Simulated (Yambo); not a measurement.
# Ge (Cmmm) in Yambo: notebook

One crystal, Ge, is run at these levels: PBEsol; tasks: optical spectrum.

Everything below comes from runs of Yambo 5.3.0. Logs are shortened: lines on timing, memory, paths and dates and some standing lists are left out, and cuts for length are marked.

## (1) Starting point

It takes space group Cmmm (No. 65, orthorhombic). Conventional cell: a = 2.794 Å, b = 5.201 Å, c = 2.698 Å, α = 90.00°, β = 90.00°, γ = 90.00°. Ge (site symmetry mmm) has 8 Ge at 2.70 to 2.95 Å as nearest neighbours.

This isn't the form of Ge at room conditions, which is diamond.

## (2) Optical spectrum, PBEsol

File optics0.in:

```
optics
chi
Chimod= "IP"
% BndsRnXd
 1 | 32 |
%
% LongDrXd
 1 | 1 | 0 |
%
% QpntsRXd
 1 | 1 |
%
% EnRngeXd
 0 | 30 | eV
%
% DmRngeXd
 0.2 | 0.2 | eV
%
ETStpsXd= 150
```

File scf.in:

```
&CONTROL
  calculation = 'scf'
  prefix = 'pwscf'
  outdir = './tmp'
  pseudo_dir = './pseudo'
/
&SYSTEM
  ibrav = 0
  nat = 1
  ntyp = 1
  ecutwfc = 78
  nbnd = 13
  occupations = 'smearing'
  smearing = 'fd'
  degauss = 0.00367493
  force_symmorphic = .true.
/
&ELECTRONS
  conv_thr = 2d-10
  electron_maxstep = 120
  mixing_beta = 0.5
/
ATOMIC_SPECIES
Ge    72.6300 Ge.upf
CELL_PARAMETERS angstrom
   1.3971490000   -2.6005160000    0.0000000000
   1.3971490000    2.6005160000    0.0000000000
   0.0000000000    0.0000000000    2.6982310000
ATOMIC_POSITIONS crystal
Ge     0.5000000000    0.5000000000    0.0000000000
K_POINTS automatic
16 16 16 0 0 0
```

File nscf.in:

```
&CONTROL
  calculation = 'nscf'
  prefix = 'pwscf'
  outdir = './tmp'
  pseudo_dir = './pseudo'
/
&SYSTEM
  ibrav = 0
  nat = 1
  ntyp = 1
  ecutwfc = 78
  nbnd = 32
  occupations = 'smearing'
  smearing = 'fd'
  degauss = 0.00367493
  force_symmorphic = .true.
/
&ELECTRONS
  conv_thr = 1d-08
  diago_full_acc = .true.
  diago_thr_init = 1d-06
/
ATOMIC_SPECIES
Ge    72.6300 Ge.upf
CELL_PARAMETERS angstrom
   1.3971490000   -2.6005160000    0.0000000000
   1.3971490000    2.6005160000    0.0000000000
   0.0000000000    0.0000000000    2.6982310000
ATOMIC_POSITIONS crystal
Ge     0.5000000000    0.5000000000    0.0000000000
K_POINTS automatic
16 16 16 0 0 0
```

Potentials or basis: PseudoDojo 0.4.1 SR PBEsol standard.

Started as:

```
$ OMP_NUM_THREADS=1 pw.x -in scf.in > scf.out
$ OMP_NUM_THREADS=1 pw.x -in nscf.in > nscf.out
$ cd tmp/pwscf.save; p2y; mv SAVE ../..; cd ../..
$ OMP_NUM_THREADS=1 yambo
$ OMP_NUM_THREADS=1 yambo -F optics0.in -J optics0 -C optics0_out
```

Yambo's report:

```text
[... sections 02.01 to 02.04 as in the set-up run ...]

  [02.05] Energies & Occupations
  ==============================

  [X] === General ===
  [X] Electronic Temperature                        :  0.258606E-1   300.100    [eV K]
  [X] Bosonic    Temperature                        :  0.258606E-1   300.100    [eV K]
  [X] Finite Temperature mode                       : yes
  [X] El. density                                   :  0.71403E+24 [cm-3]
  [X] Fermi Level                                   :  11.34036 [eV]

  [X] === Gaps and Widths ===
  [X] Conduction Band Min                           :  11.34036 [eV]
  [X] Valence Band Max                              :  11.34036 [eV]
  [X] Filled Bands                                  :   6
  [X] Metallic Bands                                :   7   9
  [X] Empty Bands                                   :   10   32

  [X] === Metallic Characters ===
  [X] N of el / N of met el                         :  14.00000   2.02403
  [X] Average metallic occ.                         :  0.168669

  [WARNING] [X] Metallic system

 [03] Transferred momenta grid and indexing
 ==========================================

 IBZ Q-points                                      :   657
 BZ  Q-points                                      :   4096

 K/Q-points units:
 rlu = crystal or reduced units; cc = cartesian coordinates; iku = interal k-units

 Q [  1]        [rlu]:  0.000000  0.000000  0.000000
 Q [  2]        [rlu]:  0.000000  0.000000  0.062500
 Q [  3]        [rlu]:  0.000000  0.000000  0.125000
 Q [  4]        [rlu]:  0.000000  0.000000  0.187500
 Q [  5]        [rlu]:  0.000000  0.000000  0.250000
 Q [  6]        [rlu]:  0.000000  0.000000  0.312500
 Q [  7]        [rlu]:  0.000000  0.000000  0.375000
 Q [  8]        [rlu]:  0.000000  0.000000  0.437500
 Q [  9]        [rlu]:  0.000000  0.000000 -0.500000
 Q [ 10]        [rlu]: -0.13440E-16  0.62500E-01   0.0000
 Q [ 11]        [rlu]: -0.13440E-16  0.62500E-01  0.62500E-01
 Q [ 12]        [rlu]: -0.13440E-16  0.62500E-01  0.12500
 Q [ 13]        [rlu]: -0.13440E-16  0.62500E-01  0.18750
 Q [ 14]        [rlu]: -0.13440E-16  0.62500E-01  0.25000
 Q [ 15]        [rlu]: -0.13440E-16  0.62500E-01  0.31250
 Q [ 16]        [rlu]: -0.13440E-16  0.62500E-01  0.37500
 Q [ 17]        [rlu]: -0.13440E-16  0.62500E-01  0.43750
 Q [ 18]        [rlu]: -0.13440E-16  0.62500E-01 -0.50000
 Q [ 19]        [rlu]: -0.16026E-16  0.12500       0.0000
 Q [ 20]        [rlu]: -0.16026E-16  0.12500      0.62500E-01
 Q [ 21]        [rlu]: -0.16026E-16  0.12500      0.12500
 Q [ 22]        [rlu]: -0.16026E-16  0.12500      0.18750
 Q [ 23]        [rlu]: -0.16026E-16  0.12500      0.25000
 Q [ 24]        [rlu]: -0.16026E-16  0.12500      0.31250
 Q [ 25]        [rlu]: -0.16026E-16  0.12500      0.37500
 Q [ 26]        [rlu]: -0.16026E-16  0.12500      0.43750
 Q [ 27]        [rlu]: -0.16026E-16  0.12500     -0.50000
 Q [ 28]        [rlu]: -0.26030E-17  0.18750       0.0000
 Q [ 29]        [rlu]: -0.26030E-17  0.18750      0.62500E-01
 Q [ 30]        [rlu]: -0.26030E-17  0.18750      0.12500
 Q [ 31]        [rlu]: -0.26030E-17  0.18750      0.18750
 Q [ 32]        [rlu]: -0.26030E-17  0.18750      0.25000
 Q [ 33]        [rlu]: -0.26030E-17  0.18750      0.31250
 Q [ 34]        [rlu]: -0.26030E-17  0.18750      0.37500
 Q [ 35]        [rlu]: -0.26030E-17  0.18750      0.43750
 Q [ 36]        [rlu]: -0.26030E-17  0.18750     -0.50000
 Q [ 37]        [rlu]: -0.53761E-16  0.25000       0.0000
 Q [ 38]        [rlu]: -0.53761E-16  0.25000      0.62500E-01
 Q [ 39]        [rlu]: -0.53761E-16  0.25000      0.12500
 Q [ 40]        [rlu]: -0.53761E-16  0.25000      0.18750
 Q [ 41]        [rlu]: -0.53761E-16  0.25000      0.25000
 Q [ 42]        [rlu]: -0.53761E-16  0.25000      0.31250
 Q [ 43]        [rlu]: -0.53761E-16  0.25000      0.37500
 Q [ 44]        [rlu]: -0.53761E-16  0.25000      0.43750
 Q [ 45]        [rlu]: -0.53761E-16  0.25000     -0.50000
 Q [ 46]        [rlu]: -0.22893E-16  0.31250       0.0000
 Q [ 47]        [rlu]: -0.22893E-16  0.31250      0.62500E-01
 Q [ 48]        [rlu]: -0.22893E-16  0.31250      0.12500
 Q [ 49]        [rlu]: -0.22893E-16  0.31250      0.18750
 Q [ 50]        [rlu]: -0.22893E-16  0.31250      0.25000

 Remaining 607 points informations can be written running with -fatlog

 [04] Dipoles
 ============

  [04.01] Setup: observables and procedures
  =========================================

  [WF-Oscillators/G space/Transverse up loader] Normalization (few states)  min/max  :  0.12143E-16   1.0000

  [WR./optics0//ndb.dipoles]------------------------------------------------------
   Brillouin Zone Q/K grids (IBZ/BZ)                :    657   4096    657   4096
   RL vectors                                       :  2187 [WF]
   Fragmentation                                    : yes
   Electronic Temperature                           :  300.1000 [K]
   Bosonic    Temperature                           :  300.1000 [K]
   DIP band range                                   :    1   32
   DIP band range limits                            :   9   7
   DIP e/h energy range                             : -1.000000 -1.000000 [eV]
   RL vectors in the sum                            :  2187
   [r,Vnl] included                                 : yes
   Bands ordered                                    : yes
   Direct v evaluation                              : no
   Approach used                                    : G-space v
   Dipoles computed                                 : R V P [G-space]
   Wavefunctions                                    : Perdew, Burke & Ernzerhof SOL(X)+Perdew, Burke & Ernzerhof SOL(C)

  [WARNING] [r,Vnl^pseudo] included in position and velocity dipoles.

  [WARNING] In case H contains other non local terms, these are neglected

 [05] Optics
 ===========

 [X-CG] R(p) Tot o/o(of R):    80071   728022      100

 [WARNING] The system is a metal but Drude term not included.
```

Wall time 3.8 min (1 thread of Arm Neoverse V2, shared host); peak memory 0.46 GiB.

Results:

```yaml
Band_gap_on_the_k_mesh_mean-field_level: none (metal or under the smearing width)
```

Dielectric function (along the field direction of the input):
| energy (eV) | real part | imaginary part |
| --- | --- | --- |
| 0.40 | 32.59 | 4.54 |
| 0.81 | 35.38 | 13.95 |
| 1.21 | 24.84 | 35.58 |
| 1.81 | 0.48 | 30.21 |
| 2.21 | -2.81 | 18.63 |
| 2.82 | -7.57 | 10.59 |
| 3.22 | -5.85 | 6.81 |
| 3.83 | -4.88 | 4.63 |
| 4.23 | -2.78 | 3.06 |
| 4.83 | -0.73 | 3.35 |
| 5.23 | -0.92 | 4.15 |
| 5.84 | -2.35 | 3.09 |
| 6.24 | -2.06 | 2.70 |
| 6.85 | -1.71 | 1.87 |
| 7.25 | -1.42 | 1.28 |
| 7.85 | -1.07 | 1.10 |
| 8.26 | -0.84 | 0.95 |
| 8.86 | -0.60 | 0.81 |
| 9.26 | -0.44 | 0.68 |
| 9.87 | -0.23 | 0.61 |
| 10.27 | -0.14 | 0.52 |
| 10.87 | -0.08 | 0.44 |
| 11.28 | 0.04 | 0.40 |
| 11.88 | 0.15 | 0.37 |
| 12.28 | 0.17 | 0.36 |
| 12.89 | 0.28 | 0.29 |
| 13.29 | 0.32 | 0.28 |
| 13.89 | 0.36 | 0.21 |
| 14.30 | 0.42 | 0.19 |
| 14.90 | 0.47 | 0.16 |
| 15.30 | 0.52 | 0.14 |
| 15.91 | 0.58 | 0.13 |
| 16.31 | 0.61 | 0.13 |
| 16.91 | 0.65 | 0.11 |
| 17.32 | 0.69 | 0.11 |
| 17.92 | 0.70 | 0.09 |
| 18.32 | 0.74 | 0.08 |
| 18.93 | 0.77 | 0.08 |
| 19.33 | 0.79 | 0.08 |
| 19.93 | 0.82 | 0.06 |

Energy-loss function:
```json
{"energy (eV)": "0.0", "loss": "0.000"}
{"energy (eV)": "1.2", "loss": "0.019"}
{"energy (eV)": "2.6", "loss": "0.049"}
{"energy (eV)": "3.8", "loss": "0.102"}
{"energy (eV)": "5.2", "loss": "0.230"}
{"energy (eV)": "6.4", "loss": "0.242"}
{"energy (eV)": "7.9", "loss": "0.466"}
{"energy (eV)": "9.1", "loss": "0.885"}
{"energy (eV)": "10.5", "loss": "1.750"}
{"energy (eV)": "11.7", "loss": "2.453"}
{"energy (eV)": "13.1", "loss": "1.700"}
{"energy (eV)": "14.3", "loss": "0.897"}
{"energy (eV)": "15.7", "loss": "0.385"}
{"energy (eV)": "16.9", "loss": "0.259"}
{"energy (eV)": "18.3", "loss": "0.143"}
{"energy (eV)": "19.5", "loss": "0.110"}
{"energy (eV)": "20.9", "loss": "0.079"}
{"energy (eV)": "22.1", "loss": "0.055"}
{"energy (eV)": "23.6", "loss": "0.047"}
{"energy (eV)": "24.8", "loss": "0.148"}
{"energy (eV)": "26.2", "loss": "0.228"}
{"energy (eV)": "27.4", "loss": "0.244"}
{"energy (eV)": "28.8", "loss": "0.302"}
{"energy (eV)": "30.0", "loss": "0.322"}
```

Caveat: the intraband (Drude) term of the metal is left out; the ground state has no gap, which makes the many-body step unreliable; independent-particle spectra lack excitons.

## (3) Optical spectrum, PBEsol

File optics1.in:

```
optics
chi
Chimod= "HARTREE"
% BndsRnXd
 1 | 32 |
%
NGsBlkXd= 4 Ry
% LongDrXd
 1 | 1 | 0 |
%
% QpntsRXd
 1 | 1 |
%
% EnRngeXd
 0 | 30 | eV
%
% DmRngeXd
 0.3 | 0.3 | eV
%
ETStpsXd= 150
```

scf.in is that of step 2.

nscf.in is that of step 2.

Potentials or basis: PseudoDojo 0.4.1 SR PBEsol standard.

Started as:

```
$ OMP_NUM_THREADS=1 pw.x -in scf.in > scf.out
$ OMP_NUM_THREADS=1 pw.x -in nscf.in > nscf.out
$ cd tmp/pwscf.save; p2y; mv SAVE ../..; cd ../..
$ OMP_NUM_THREADS=1 yambo
$ OMP_NUM_THREADS=1 yambo -F optics1.in -J optics1 -C optics1_out
```

Yambo's report:

```text
[... sections 02.01 to 02.04 as in the set-up run ...]

  [02.05] Energies & Occupations
  ==============================

  [X] === General ===
  [X] Electronic Temperature                        :  0.258606E-1   300.100    [eV K]
  [X] Bosonic    Temperature                        :  0.258606E-1   300.100    [eV K]
  [X] Finite Temperature mode                       : yes
  [X] El. density                                   :  0.71403E+24 [cm-3]
  [X] Fermi Level                                   :  11.34036 [eV]

  [X] === Gaps and Widths ===
  [X] Conduction Band Min                           :  11.34036 [eV]
  [X] Valence Band Max                              :  11.34036 [eV]
  [X] Filled Bands                                  :   6
  [X] Metallic Bands                                :   7   9
  [X] Empty Bands                                   :   10   32

  [X] === Metallic Characters ===
  [X] N of el / N of met el                         :  14.00000   2.02403
  [X] Average metallic occ.                         :  0.168669

  [WARNING] [X] Metallic system

 [03] Transferred momenta grid and indexing
 ==========================================

 IBZ Q-points                                      :   657
 BZ  Q-points                                      :   4096

 K/Q-points units:
 rlu = crystal or reduced units; cc = cartesian coordinates; iku = interal k-units

 Q [  1]        [rlu]:  0.000000  0.000000  0.000000
 Q [  2]        [rlu]:  0.000000  0.000000  0.062500
 Q [  3]        [rlu]:  0.000000  0.000000  0.125000
 Q [  4]        [rlu]:  0.000000  0.000000  0.187500
 Q [  5]        [rlu]:  0.000000  0.000000  0.250000
 Q [  6]        [rlu]:  0.000000  0.000000  0.312500
[... 42 lines left out ...]
 Q [ 49]        [rlu]: -0.22893E-16  0.31250      0.18750
 Q [ 50]        [rlu]: -0.22893E-16  0.31250      0.25000

 Remaining 607 points informations can be written running with -fatlog

 [04] Dipoles
 ============

  [04.01] Setup: observables and procedures
  =========================================

  [WF-Oscillators/G space/Transverse up loader] Normalization (few states)  min/max  :  0.12143E-16   1.0000

  [WR./optics1//ndb.dipoles]------------------------------------------------------
   Brillouin Zone Q/K grids (IBZ/BZ)                :    657   4096    657   4096
   RL vectors                                       :  2187 [WF]
   Fragmentation                                    : yes
   Electronic Temperature                           :  300.1000 [K]
   Bosonic    Temperature                           :  300.1000 [K]
   DIP band range                                   :    1   32
   DIP band range limits                            :   9   7
   DIP e/h energy range                             : -1.000000 -1.000000 [eV]
   RL vectors in the sum                            :  2187
   [r,Vnl] included                                 : yes
   Bands ordered                                    : yes
   Direct v evaluation                              : no
   Approach used                                    : G-space v
   Dipoles computed                                 : R V P [G-space]
   Wavefunctions                                    : Perdew, Burke & Ernzerhof SOL(X)+Perdew, Burke & Ernzerhof SOL(C)

  [WARNING] [r,Vnl^pseudo] included in position and velocity dipoles.

  [WARNING] In case H contains other non local terms, these are neglected

 [05] Optics
 ===========

 [X-CG] R(p) Tot o/o(of R):    80071   728022      100

 [WARNING] The system is a metal but Drude term not included.
```

o-optics1.eel_q1_inv_rpa_dyson:

```text
# Electron Energy Loss @ Q(1):  0.707106781     0.707106781      0.00000000    [q->0 direction]
#
# [ X ] Hartree size                              :  25
# [GEN] GF Energies                               : Perdew, Burke & Ernzerhof SOL(X)+Perdew, Burke & Ernzerhof SOL(C)
# [GEN] Green`s Function                          : Retarded
#
# [GEN] Gauge                                     : Length
# [GEN] [r,Vnl] included                          : yes
#
#    E[1] [eV]          Im(eel)            Re(eel)            Im(eel_o)          Re(eel_o)
#
        0.000000          -0.29158E-09       -0.034499           0.22861E-18       -0.033765
        0.201342           0.002526          -0.033873           0.002455          -0.033158
        0.402685           0.005407          -0.032167           0.005259          -0.031508
        0.604027           0.008650          -0.029690           0.008418          -0.029113
        0.805369           0.011964          -0.026328           0.011655          -0.025855
        1.006711           0.015990          -0.021468           0.015619          -0.021140
[... 142 lines left out ...]
        29.79866           0.194118          -0.956122           0.305607          -0.930853
        30.00000           0.199756          -0.956555           0.317405          -0.936413
#
```

Wall time 4.1 min (1 thread of Arm Neoverse V2, shared host); peak memory 2.3 GiB.

Results:

```yaml
Band_gap_on_the_k_mesh_mean-field_level: none (metal or under the smearing width)
Peak_of_the_energy-loss_function: 11.1 eV
```

Dielectric function (along the field direction of the input):
| energy (eV) | real part | imaginary part |
| --- | --- | --- |
| 0.40 | 30.23 | 5.08 |
| 1.41 | 12.89 | 30.70 |
| 2.42 | -4.76 | 17.11 |
| 3.42 | -4.46 | 6.15 |
| 4.43 | -2.07 | 2.90 |
| 5.44 | -1.31 | 3.69 |
| 6.44 | -1.73 | 2.10 |
| 7.45 | -1.08 | 1.20 |
| 8.46 | -0.65 | 0.81 |
| 9.46 | -0.32 | 0.58 |
| 10.67 | -0.03 | 0.44 |
| 11.68 | 0.17 | 0.33 |
| 12.68 | 0.28 | 0.27 |
| 13.69 | 0.37 | 0.22 |
| 14.70 | 0.48 | 0.17 |
| 15.70 | 0.57 | 0.12 |
| 16.71 | 0.65 | 0.12 |
| 17.72 | 0.69 | 0.10 |
| 18.72 | 0.75 | 0.07 |
| 19.93 | 0.81 | 0.06 |

Energy-loss function:
```
energy (eV)   loss
        0.0  0.000
        1.2  0.022
        2.6  0.058
        3.8  0.119
        5.2  0.261
        6.4  0.284
        7.9  0.530
        9.1  1.007
       10.5  2.122
       11.7  2.405
       13.1  1.456
       14.3  0.774
       15.7  0.361
       16.9  0.254
       18.3  0.146
       19.5  0.103
       20.9  0.075
       22.1  0.058
       23.6  0.051
       24.8  0.108
       26.2  0.151
       27.4  0.165
       28.8  0.186
       30.0  0.200
```

Caveat: the intraband (Drude) term of the metal is left out; the ground state has no gap, which makes the many-body step unreliable; these spectra lack excitons.

[end of part 1 of 2]
